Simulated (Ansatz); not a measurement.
**PbSe (rocksalt type): optics runs under varied settings**

Aim: run 3 optics inputs for PbSe (rocksalt type) as typed, and read from each log whether it ends well.

Computed with Ansatz 0.2.0 (plane waves, PAW; the settings change from run to run, as each input shows, unless a step's input says otherwise).

## Step 1: The starting structure

The structure is cubic, space group Fm-3m (No. 225). The conventional cell has a = 6.177 Å, b = 6.177 Å, c = 6.177 Å, α = 90.00°, β = 90.00°, γ = 90.00°. Pb (site symmetry m-3m) is surrounded by 6 Se at 3.09 Å. Se (site symmetry m-3m) is surrounded by 6 Pb at 3.09 Å.

Coordinates:

```xyz
2
Lattice="0.0000 3.0887 3.0887 3.0887 0.0000 3.0887 3.0887 3.0887 0.0000" Properties=species:S:1:pos:R:3 pbc="T T T"
Pb    0.0000    0.0000    0.0000
Se    3.0887    3.0887    3.0887
```

The cell was relaxed beforehand with r2SCAN; those runs aren't shown. No run includes spin-orbit coupling, which matters for Pb.

For scale, an earlier run with the standard settings (PBE, 6×6×6, gaussian width 0.1 eV, scissors 0 eV) gave ε∞ 21.53; tallest peak of ε₂: 52.5 at 2.55 eV.

## Step 2: Try 1

Input file input.yaml:

```yaml
crystal:
  lattice:
    - [0.0, 3.0887022202, 3.0887022202]
    - [3.0887022202, 0.0, 3.0887022202]
    - [3.0887022202, 3.0887022202, 0.0]
  atoms:
    - { symbol: Pb, position: [0.0, 0.0, 0.0] }
    - { symbol: Se, position: [0.5, 0.5, 0.5] }
kpoints:
  mp_grid: { grid: [4, 4, 4] }
hamiltonian:
  xc: r2scan
scf:
  occupations: { method: fixed }
output:
  optics:
    e_range: [2, 15]
    de: 0.1
    sigma: 0.25
    scissors: 1.5
    scheme: fermi_dirac
    bands: auto
```

Command:

```
$ ansatz run input.yaml --threads 4 --pin off --max-ram 3686MiB --backend cpu --events-out ev --progress --plain --runs-dir out
```

The program printed:

```text
Warning: RAYON_NUM_THREADS=4 ignored (pool sized by the plan → 4); use --threads N
Engine: ansatz 0.2.0, aarch64-unknown-linux-gnu
Pseudopotentials: kind: paw
Pseudopotential: Pb, paw, valence charge 14, recommended cutoff 500 eV (meta_gga), Pb.paw.azcp
Pseudopotential: Se, paw, valence charge 16, recommended cutoff 500 eV (meta_gga), Se.paw.azcp
Functional definition: r2SCAN
  parameter k0 = 0.174
  parameter k1 = 0.065
  parameter a1 = 4.9479
  exchange = r2scan_x(k0 = k0, k1 = k1, a1 = a1)
  correlation = r2scan_c
Crystal: 2 atoms, lattice volume = 58.933 Å³
Basis set: ecut = 500 eV, 1459 PW (Γ), exchange–correlation on 128×128×128 points (64 copies of the dense FFT grid, shifted against one another)
Bands: 19, of which v1, the nominal top of the filled ones, is band 15 counted from 1 (14 counted from 0)
Symmetry: 48 space group operations
Space group: Fm-3m (ITA 225), of the structure as read, at distance tolerance 3.9e-5 Å
k-points: 8 of 64
Non-local potential: Pb, projectors of the file, l = 0: 2, l = 1: 2, l = 2: 2, l = 3: 2
Non-local potential: Se, projectors of the file, l = 0: 2, l = 1: 2, l = 2: 3, l = 3: 1
PAW form: soft (Blöchl's): semilocal exchange-correlation on the pseudo side does not see the compensation charge
PAW frozen core: Pb, regenerated for the run's functional (the file was generated under x = pbe(κ = 0.804, μ = 0.2195149727645171), c = pbe(β = 0.06672455060314922))
PAW frozen core: Se, regenerated for the run's functional (the file was generated under x = pbe(κ = 0.804, μ = 0.2195149727645171), c = pbe(β = 0.06672455060314922))
PAW one-centre angular grid: Pb, 590 points (default); XC on 160 Gauss nodes
PAW one-centre angular grid: Se, 590 points (default); XC on 160 Gauss nodes
Initial density: superposition of atomic densities (neutral atoms: chi_scale 0, normalization atom), corrected by the library's trained network
Initial wavefunctions: pseudopotential atomic-orbital guess
Functional: x = r2scan, c = r2scan; τ floored in thin density (d = 2e-4 eV/Å³)
SCF iter   1: F=—  HF=-17400.324997 eV  |F-HF|=—  |Δ(HF+E_count)|=         —  Δρ=6.17e-3  dr2=2.61e-2  dr2_τ=3.71e-3  ethr=1.77e-3  ⟨swp⟩=5.0  Hψ=626  notcnv=0  defer=8
preconditioner: auto → none  [insulator: Δε(μ)=0.693 eV  Ē_g=16.067 eV  n_scr=14 (ndim 8)  ℏωp=21.6 eV  f_vac=0.023  ε∞_Penn≈2.8]
SCF iter   2: F=—  HF=-17400.322687 eV  |F-HF|=—  |Δ(HF+E_count)|=   2.31e-3  Δρ=1.74e-3  dr2=1.21e-3  dr2_τ=3.16e-4  ethr=8.71e-5  ⟨swp⟩=2.1  Hψ=321  notcnv=0  defer=9
SCF iter   3: F=—  HF=-17400.322821 eV  |F-HF|=—  |Δ(HF+E_count)|=   1.34e-4  Δρ=7.16e-4  dr2=3.23e-4  dr2_τ=1.08e-5  ethr=4.03e-6  ⟨swp⟩=2.1  Hψ=294  notcnv=0  defer=11
SCF iter   4: F=—  HF=-17400.322854 eV  |F-HF|=—  |Δ(HF+E_count)|=   3.29e-5  Δρ=2.69e-4  dr2=2.69e-5  dr2_τ=1.91e-6  ethr=1.08e-6  ⟨swp⟩=2.0  Hψ=210  notcnv=0  defer=11
SCF iter   5: F=—  HF=-17400.322866 eV  |F-HF|=—  |Δ(HF+E_count)|=   1.17e-5  Δρ=5.05e-5  dr2=7.09e-7  dr2_τ=2.17e-8  ethr=8.96e-8  ⟨swp⟩=2.9  Hψ=239  notcnv=0  defer=2
SCF iter   6: F=—  HF=-17400.322859 eV  |F-HF|=—  |Δ(HF+E_count)|=   7.00e-6  Δρ=1.64e-5  dr2=7.55e-8  dr2_τ=2.81e-9  ethr=2.36e-9  ⟨swp⟩=3.0  Hψ=274  notcnv=0  defer=2
SCF iter   7: F=—  HF=-17400.322859 eV  |F-HF|=—  |Δ(HF+E_count)|=   5.76e-8  Δρ=7.04e-7  dr2=2.07e-10  dr2_τ=8.80e-12  ethr=2.52e-10  ⟨swp⟩=2.0  Hψ=200  notcnv=0  defer=2
SCF iter   8: F=-17400.322859 eV  HF=-17400.322859 eV  |F-HF|=1.09e-11  |Δ(HF+E_count)|=  9.82e-11  Δρ=1.50e-7  dr2=6.29e-12  dr2_τ=4.66e-13  ethr=1.00e-12  ⟨swp⟩=5.8  Hψ=648  notcnv=0
SCF 1 converged in 8 iterations: F = -17400.322859 eV  dr2 = 6.29e-12
NSCF: frozen V_eff on 8 k-points
Optics k sum: 0 of 8 k-points
[...]
NSCF: frozen V_eff on 1 k-points
output.optics: what the bands over the 71 summed would add to eps1, eps2 and the energy-loss function is held between a lower and an upper bound (5 Lanczos steps). eps1, eps2 and their loss function (loss_summed_bands) are given on every row as the summed bands alone make them. Along an axis, on a row where the two bounds hold the loss function to about 1 % of the greater of itself and 0.5 % of |1/eps|, its cell (loss_completed) is given, with the completed eps1 and eps2 that it is formed of (a cell that is left empty reads nan in the table and null in the record). The two bounds hold it so along every axis on all 131 rows up to 15.000 eV. The run works to bound the rows up to 34.560 eV and no higher ones: a peak of the loss function over that energy may be left empty with no warning. To have the run work for it, set output.optics.bands.spectra_wanted_up_to to a higher energy. perfect_screening_sum, loss_f_sum_n_eff and, beside carriers, perfect_screening_limit are those of loss_summed_bands: over the bounded function the two sums would run over rows that are not all bounded, and lack what the bands left out lay past the top of the energy grid. Bounded is said of the bands left out alone, which are those that the basis at basis.ecutwfc holds: it says nothing of that cutoff, of the k-point mesh, of what the sum inside its cells errs by (eps2_relative_error), of the factors of all_electron_strengths, nor of how far the SCF is converged. The bands left out are taken at the k-points, and what their mean over the points' cells stands off that by is in neither bound: the run's estimate of it, which the test of a row counts in, is 0.03 % of |eps| at the most among the values given; where the mean stood off by over 0.5 % the points' spread read 0.1 to 3 times that
SCF converged after 8 iterations
Free energy (F): -17400.322859 eV
Harris-Foulkes:  -17400.322859 eV  (|F-HF|=1.09e-11)
Internal energy: -17400.322859 eV  (E = F + TS)
E sigma→0 (E₀):  -17400.322859 eV
Fermi energy:    8.416844 eV
--- Per-component energies (eV) ---
  E_band       = -456.935526
  E_kinetic    = 405.143514
  E_local      = -3574.801415  (includes V_loc(G=0)·N_el)
  E_nonlocal   = -244.733334
  E_hartree    = 1662.559687
  E_xc         = -307.266852
  E_vxc        = -251.389391  (∫ρ·V_xc dr)
  E_paw        = -12356.070689  (= ΣΔE_a)
  E_vpaw       = -131.935366  (= ΣTr[D̂ρ^β])
  E_aug_tail   = -0.000181  (compensation charges beyond the density's cutoff)
  E_vtau       = 15.661132  (kinetic-family band-sum trace: ∫τ·v_τ [+ j·A + Jᵃ·Aᵃ] dr)
  E_ewald      = -2984.354322
  E_core_change = -0.799268  (= ΣΔE_core)
  E_smearing   = -0.000000  (= −TS)
  E_closure    = 0.000000  (closes the sum)
  Σ components = -17400.322859   (vs F -17400.322859, Δ=0.00e0)
--- Band table (eV; the first three rows and the last of 8) ---
  k-point 0: bands = ["-39.4808", "-39.4808", "-39.4774", "-39.4774", "-39.4774", "-9.0406", "-9.0406", "-9.0406", "-9.0316", "-9.0316", "-5.4742", "2.0511", "6.5320", "6.5320", "6.5320", "13.4109", "13.4109", "13.4109", "15.4508"]
  k-point 1: bands = ["-39.4808", "-39.4808", "-39.4774", "-39.4774", "-39.4774", "-9.0453", "-9.0453", "-9.0388", "-9.0240", "-9.0240", "-5.0386", "0.7658", "6.6930", "6.6930", "7.4143", "10.8813", "11.6228", "11.6228", "15.4260"]
  k-point 2: bands = ["-39.4808", "-39.4808", "-39.4774", "-39.4773", "-39.4773", "-9.0566", "-9.0566", "-9.0376", "-9.0097", "-9.0097", "-4.4378", "-0.4631", "6.9313", "6.9313", "8.4168", "9.0834", "10.4111", "10.4111", "17.4784"]
  k-point 7: bands = ["-39.4808", "-39.4807", "-39.4774", "-39.4774", "-39.4773", "-9.1178", "-9.0330", "-9.0294", "-9.0294", "-9.0010", "-4.0546", "0.3173", "4.2527", "4.2527", "7.6066", "10.6237", "13.7160", "13.7160", "16.5692"]
```

Run time: 11 s. Hardware: 4 threads of Arm Neoverse V1, shared host; peak memory 0.67 GiB.

optics.tsv begins:

```
# eps_inf(xx yy zz) = 11.617759 11.617759 11.617759
# eps_inf_bands = all
# eps_inf_summed_bands(xx yy zz) = 11.597871 11.597871 11.597871
# eps_inf_completed(xx yy zz) = 11.617759 11.617759 11.617759
# eps2_relative_error = 0.0056
# eps_inf_relative_error = 0.0037
# f_sum_n_eff(xx yy zz) = 25.776301 25.776301 25.776301 of n_electrons = 30.000000
# n_bands = 71
# n_bands_set_by = photon_energy
# valid_up_to_ev = 48.778717
# least_direct_gap_ev = 6.665176e-1 at k(fractional) = 0.000000 0.000000 -0.500000, k_point = 2, channel = 0, bands = 14 15 (counted from 0)
```

The dielectric function from optics.tsv (isotropic), one row in 5 (narrow peaks fall between the rows):

```csv
E (eV),ε₂ xx,ε₁ xx
2.00,0.46,14.96
2.50,1.87,17.67
3.00,5.49,21.20
3.50,13.59,23.81
4.00,26.32,18.81
4.50,30.60,1.93
5.00,20.78,-8.47
5.50,12.42,-9.46
6.00,7.40,-7.94
6.50,4.66,-5.91
7.00,3.27,-4.12
7.50,2.64,-2.73
8.00,2.41,-1.64
8.50,2.60,-0.86
9.00,2.88,-0.58
9.50,3.25,-0.47
10.00,3.37,-1.10
10.50,2.73,-1.34
11.00,2.38,-1.15
11.50,2.23,-1.09
12.00,2.05,-1.12
12.50,1.78,-1.10
13.00,1.56,-1.02
13.50,1.37,-0.95
14.00,1.20,-0.89
14.50,1.01,-0.83
15.00,0.82,-0.74
```

Tallest peaks of ε₂: 31.3 at 4.40 eV.

## Step 3: Try 2

Edit input.yaml of step 2 so:

```diff
@@ -11,3 +11,3 @@
 hamiltonian:
-  xc: r2scan
+  xc: pbesol
 scf:
@@ -16,7 +16,7 @@
   optics:
-    e_range: [2, 15]
-    de: 0.1
-    sigma: 0.25
-    scissors: 1.5
+    e_range: [0, 6]
+    de: 0.2
+    sigma: 0.05
+    scissors: 0
     scheme: fermi_dirac
-    bands: auto
+    bands: { spectra_wanted_up_to: 6 }
```

Command:

```
$ ansatz run input.yaml --threads 4 --pin off --max-ram 3686MiB --backend cpu --events-out ev --progress --plain --runs-dir out
```

The program printed:

```text
Warning: RAYON_NUM_THREADS=4 ignored (pool sized by the plan → 4); use --threads N
[... 2 set-up lines as earlier in the session ...]
Pseudopotential: Pb, paw, valence charge 14, recommended cutoff 420 eV (normal), Pb.paw.azcp
Pseudopotential: Se, paw, valence charge 16, recommended cutoff 420 eV (normal), Se.paw.azcp
Functional definition: PBEsol
  exchange = pbesol_x
  correlation = pbesol_c
Crystal: 2 atoms, lattice volume = 58.933 Å³
Basis set: ecut = 420 eV, 1139 PW (Γ)
Bands: 19, of which v1, the nominal top of the filled ones, is band 15 counted from 1 (14 counted from 0)
[... 2 set-up lines as earlier in the session ...]
k-points: 8 of 64
[... 3 set-up lines as earlier in the session ...]
PAW frozen core: Pb, regenerated for the run's functional, and the local potential with it (the file was generated under x = pbe(κ = 0.804, μ = 0.2195149727645171), c = pbe(β = 0.06672455060314922))
PAW frozen core: Se, regenerated for the run's functional, and the local potential with it (the file was generated under x = pbe(κ = 0.804, μ = 0.2195149727645171), c = pbe(β = 0.06672455060314922))
PAW one-centre angular grid: Pb, 590 points (default); XC on 64 Gauss nodes
PAW one-centre angular grid: Se, 590 points (default); XC on 64 Gauss nodes
[... 2 set-up lines as earlier in the session ...]
Functional: x = pbesol(κ = 0.804, μ = 0.12345679012345678), c = pbesol(β = 0.046)
SCF iter   1: F=—  HF=-17180.197590 eV  |F-HF|=—  |Δ(HF+E_count)|=         —  Δρ=2.39e-3  dr2=6.68e-3  ethr=1.77e-3  ⟨swp⟩=4.2  Hψ=595  notcnv=0  defer=9
preconditioner: auto → none  [insulator: Δε(μ)=0.257 eV  Ē_g=15.152 eV  n_scr=14 (ndim 8)  ℏωp=21.6 eV  f_vac=0.024  ε∞_Penn≈3.0]
SCF iter   2: F=—  HF=-17180.194507 eV  |F-HF|=—  |Δ(HF+E_count)|=   3.08e-3  Δρ=1.14e-3  dr2=9.15e-4  ethr=2.23e-5  ⟨swp⟩=2.4  Hψ=284  notcnv=0  defer=11
SCF iter   3: F=—  HF=-17180.194246 eV  |F-HF|=—  |Δ(HF+E_count)|=   2.61e-4  Δρ=3.51e-4  dr2=6.33e-5  ethr=3.05e-6  ⟨swp⟩=3.0  Hψ=293  notcnv=0  defer=12
SCF iter   4: F=—  HF=-17180.194260 eV  |F-HF|=—  |Δ(HF+E_count)|=   1.41e-5  Δρ=1.16e-4  dr2=4.39e-6  ethr=2.11e-7  ⟨swp⟩=2.9  Hψ=270  notcnv=0  defer=11
SCF iter   5: F=—  HF=-17180.194266 eV  |F-HF|=—  |Δ(HF+E_count)|=   5.40e-6  Δρ=2.24e-5  dr2=2.72e-7  ethr=1.46e-8  ⟨swp⟩=2.0  Hψ=268  notcnv=0  defer=1
SCF iter   6: F=—  HF=-17180.194264 eV  |F-HF|=—  |Δ(HF+E_count)|=   1.04e-6  Δρ=5.46e-6  dr2=1.27e-8  ethr=9.08e-10  ⟨swp⟩=2.0  Hψ=272  notcnv=0  defer=1
SCF iter   7: F=—  HF=-17180.194264 eV  |F-HF|=—  |Δ(HF+E_count)|=   5.29e-9  Δρ=9.46e-7  dr2=5.50e-10  ethr=4.22e-11  ⟨swp⟩=2.0  Hψ=272  notcnv=0  defer=1
SCF iter   8: F=-17180.194264 eV  HF=-17180.194264 eV  |F-HF|=3.64e-12  |Δ(HF+E_count)|=  3.13e-10  Δρ=1.22e-7  dr2=8.83e-12  ethr=1.00e-12  ⟨swp⟩=3.1  Hψ=666  notcnv=0
SCF 1 converged in 8 iterations: F = -17180.194264 eV  dr2 = 8.83e-12
NSCF: frozen V_eff on 8 k-points
Optics k sum: 0 of 8 k-points
[...]
NSCF: frozen V_eff on 1 k-points
output.optics: what the bands over the 24 summed would add to eps1, eps2 and the energy-loss function is held between a lower and an upper bound (9 Lanczos steps). eps1, eps2 and their loss function (loss_summed_bands) are given on every row as the summed bands alone make them. Along an axis, on a row where the two bounds hold the loss function to about 1 % of the greater of itself and 0.5 % of |1/eps|, its cell (loss_completed) is given, with the completed eps1 and eps2 that it is formed of (a cell that is left empty reads nan in the table and null in the record). The two bounds hold it so along every axis on all 31 rows up to 6.000 eV. The run works to bound the rows up to 6.000 eV and no higher ones: a peak of the loss function over that energy may be left empty with no warning. To have the run work for it, set output.optics.bands.spectra_wanted_up_to to a higher energy. perfect_screening_sum, loss_f_sum_n_eff and, beside carriers, perfect_screening_limit are those of loss_summed_bands: over the bounded function the two sums would run over rows that are not all bounded, and lack what the bands left out lay past the top of the energy grid. Bounded is said of the bands left out alone, which are those that the basis at basis.ecutwfc holds: it says nothing of that cutoff, of the k-point mesh, of what the sum inside its cells errs by (eps2_relative_error), of the factors of all_electron_strengths, nor of how far the SCF is converged. The bands left out are taken at the k-points, and what their mean over the points' cells stands off that by is in neither bound: the run's estimate of it, which the test of a row counts in, is 0.16 % of |eps| at the most among the values given; where the mean stood off by over 0.5 % the points' spread read 0.1 to 3 times that
SCF converged after 8 iterations
Free energy (F): -17180.194264 eV
Harris-Foulkes:  -17180.194264 eV  (|F-HF|=3.64e-12)
Internal energy: -17180.194264 eV  (E = F + TS)
E sigma→0 (E₀):  -17180.194264 eV
Fermi energy:    8.405488 eV
--- Per-component energies (eV) ---
  E_band       = -440.360141
  E_kinetic    = 405.092494
  E_local      = -3574.890608  (includes V_loc(G=0)·N_el)
  E_nonlocal   = -240.702572
  E_hartree    = 1657.429359
  E_xc         = -322.458657
  E_vxc        = -230.792162  (∫ρ·V_xc dr)
  E_paw        = -12121.379955  (= ΣΔE_a)
  E_vpaw       = -113.925262  (= ΣTr[D̂ρ^β])
  E_aug_tail   = -0.000571  (compensation charges beyond the density's cutoff)
  E_ewald      = -2984.354322
  E_core_change = 1.070567  (= ΣΔE_core)
  E_smearing   = -0.000000  (= −TS)
  E_closure    = -0.000000  (closes the sum)
  Σ components = -17180.194264   (vs F -17180.194264, Δ=0.00e0)
--- Band table (eV; the first three rows and the last of 8) ---
  k-point 0: bands = ["-38.7560", "-38.7560", "-38.7537", "-38.7537", "-38.7537", "-8.2907", "-8.2907", "-8.2907", "-8.2886", "-8.2886", "-4.9559", "2.0587", "6.6759", "6.6759", "6.6759", "13.0455", "13.0455", "13.0455", "14.9389"]
  k-point 1: bands = ["-38.7560", "-38.7560", "-38.7537", "-38.7537", "-38.7537", "-8.3000", "-8.3000", "-8.2889", "-8.2752", "-8.2752", "-4.5337", "0.9033", "6.8295", "6.8295", "7.4170", "10.5326", "11.3196", "11.3196", "14.8801"]
  k-point 2: bands = ["-38.7560", "-38.7560", "-38.7537", "-38.7537", "-38.7537", "-8.3109", "-8.3109", "-8.2877", "-8.2602", "-8.2602", "-3.9484", "-0.2435", "7.0678", "7.0678", "8.4055", "8.6945", "10.1393", "10.1393", "16.7955"]
  k-point 7: bands = ["-38.7560", "-38.7559", "-38.7537", "-38.7537", "-38.7536", "-8.3697", "-8.2887", "-8.2792", "-8.2792", "-8.2497", "-3.5835", "0.4955", "4.3701", "4.3701", "7.6938", "10.2864", "13.2990", "13.2990", "16.0406"]
```

Wall time 5.3 s (4 threads of Arm Neoverse V1, shared host); peak memory 0.52 GiB.

optics.tsv begins:

```
# eps_inf(xx yy zz) = 23.397037 23.397037 23.397037
# eps_inf_bands = all
# eps_inf_summed_bands(xx yy zz) = 23.181583 23.181583 23.181583
# eps_inf_completed(xx yy zz) = 23.397037 23.397037 23.397037
# eps2_relative_error = 0.0059
# eps_inf_relative_error = 0.0039
# f_sum_n_eff(xx yy zz) = 11.679317 11.679317 11.679317 of n_electrons = 30.000000
# n_bands = 24
# n_bands_set_by = photon_energy
# valid_up_to_ev = 9.832280
# least_direct_gap_ev = 2.889621e-1 at k(fractional) = 0.000000 0.000000 -0.500000, k_point = 2, channel = 0, bands = 14 15 (counted from 0)
```

The dielectric function from optics.tsv (isotropic), one row in 2 (narrow peaks fall between the rows):

```csv
E (eV),ε₂ xx,ε₁ xx
0.00,0.00,23.18
0.40,1.27,24.37
0.80,3.13,25.99
1.20,6.74,28.96
1.60,13.69,31.88
2.00,29.08,34.45
2.40,52.41,13.83
2.80,30.65,-16.39
3.20,17.44,-11.86
3.60,11.68,-11.25
4.00,7.26,-8.91
4.40,4.87,-6.64
4.80,3.58,-4.87
5.20,2.82,-3.31
5.60,2.71,-2.35
6.00,2.38,-1.37
```

Tallest peaks of ε₂: 52.4 at 2.40 eV.

## Step 4: Try 3

Edit input.yaml of step 3 so:

```diff
@@ -9,5 +9,5 @@
 kpoints:
-  mp_grid: { grid: [4, 4, 4] }
+  mp_grid: { grid: [6, 6, 6] }
 hamiltonian:
-  xc: pbesol
+  xc: lda
 scf:
@@ -16,7 +16,7 @@
   optics:
-    e_range: [0, 6]
-    de: 0.2
+    e_range: [0.5, 30]
+    de: 0.1
     sigma: 0.05
-    scissors: 0
+    scissors: 1.0
     scheme: fermi_dirac
-    bands: { spectra_wanted_up_to: 6 }
+    bands: { spectra_wanted_up_to: 30 }
```

Command:

```
$ ansatz run input.yaml --threads 4 --pin off --max-ram 3686MiB --backend cpu --events-out ev --progress --plain --runs-dir out
```

The program printed, shortened:

```text
Warning: RAYON_NUM_THREADS=4 ignored (pool sized by the plan → 4); use --threads N
[...]
[... 3 set-up lines as earlier in the session ...]
Functional definition: SPW92
[...]
Crystal: 2 atoms, lattice volume = 58.933 Å³
Basis set: ecut = 420 eV, 1139 PW (Γ)
Bands: 19, of which v1, the nominal top of the filled ones, is band 15 counted from 1 (14 counted from 0)
[... 2 set-up lines as earlier in the session ...]
k-points: 16 of 216
[...]
SCF iter   1: F=—  HF=-16986.622113 eV  |F-HF|=—  |Δ(HF+E_count)|=         —  Δρ=4.12e-3  dr2=7.91e-3  ethr=1.77e-3  ⟨swp⟩=4.4  Hψ=1204  notcnv=0  defer=16
[...]
SCF iter   9: F=-16986.618077 eV  HF=-16986.618077 eV  |F-HF|=3.64e-12  |Δ(HF+E_count)|=  1.31e-10  Δρ=4.89e-8  dr2=1.54e-12  ethr=1.00e-12  ⟨swp⟩=2.6  Hψ=1258  notcnv=0
[...]
NSCF: frozen V_eff on 16 k-points
[...]
NSCF: frozen V_eff on 1 k-points
NSCF: frozen V_eff on 1 k-points
[...]
SCF converged after 9 iterations
Free energy (F): -16986.618077 eV
[...]
E sigma→0 (E₀):  -16986.618077 eV
Fermi energy:    8.199370 eV
[...]
--- Band table (eV; the first three rows and the last of 16) ---
  k-point 0: bands = ["-39.0658", "-39.0658", "-39.0635", "-39.0635", "-39.0635", "-8.4479", "-8.4479", "-8.4470", "-8.4470", "-8.4470", "-5.1706", "1.7582", "6.5019", "6.5019", "6.5019", "12.7782", "12.7782", "12.7782", "14.8011"]
[...]
```

It took 7 s on 4 threads of Arm Neoverse V1, shared host; peak memory 0.62 GiB.

From the head of optics.tsv:

```
# eps_inf(xx yy zz) = 16.860423 16.860423 16.860423
# eps_inf_bands = all
# eps_inf_summed_bands(xx yy zz) = 16.830876 16.830876 16.830876
# eps_inf_completed(xx yy zz) = 16.860423 16.860423 16.860423
# eps2_relative_error = 0.0083
# eps_inf_relative_error = 0.0037
# f_sum_n_eff(xx yy zz) = 23.174943 23.174943 23.174943 of n_electrons = 30.000000
# n_bands = 61
# n_bands_set_by = photon_energy
# valid_up_to_ev = 40.539845
# least_direct_gap_ev = 2.688565e-1 at k(fractional) = 0.000000 0.000000 -0.500000, k_point = 3, channel = 0, bands = 14 15 (counted from 0)
```

The dielectric function from optics.tsv (isotropic), one row in 19 (narrow peaks fall between the rows):

```tsv
E (eV)	ε₂ xx	ε₁ xx
0.90	0.00	18.36
2.80	22.34	33.97
4.70	9.59	-11.68
6.60	2.51	-2.82
8.50	3.93	0.24
10.40	2.21	-1.32
12.30	1.37	-1.03
14.20	0.75	-0.72
16.10	0.32	-0.03
18.00	0.31	0.39
19.90	0.61	0.34
21.80	0.71	0.47
23.70	0.20	0.49
25.60	0.24	0.64
27.50	0.20	0.78
29.40	0.24	0.72
```

Tallest peaks of ε₂: 55.0 at 3.40 eV.

## Step 5: Summary

```tsv
try	settings	ended	result	time
1	r2SCAN, 4×4×4, fermi-dirac width 0.25 eV, scissors 1.5 eV	converged	ε∞ 11.62; tallest peak of ε₂: 31.3 at 4.40 eV	11 s
2	PBEsol, 4×4×4, fermi-dirac width 0.05 eV, scissors 0 eV	converged	ε∞ 23.40; tallest peak of ε₂: 52.4 at 2.40 eV	5.3 s
3	LDA, 6×6×6, fermi-dirac width 0.05 eV, scissors 1 eV	converged	ε∞ 16.86; tallest peak of ε₂: 55.0 at 3.40 eV	7 s
```

**Reading.** 3 converged. Among the runs without a faulty setting ε∞ spans 11.62 (r2SCAN, scissors 1.5 eV) to 23.40 (PBEsol, scissors 0 eV); the bands summed and other settings may differ too, as the inputs show. These numbers test the settings; they aren't properties of the solid.
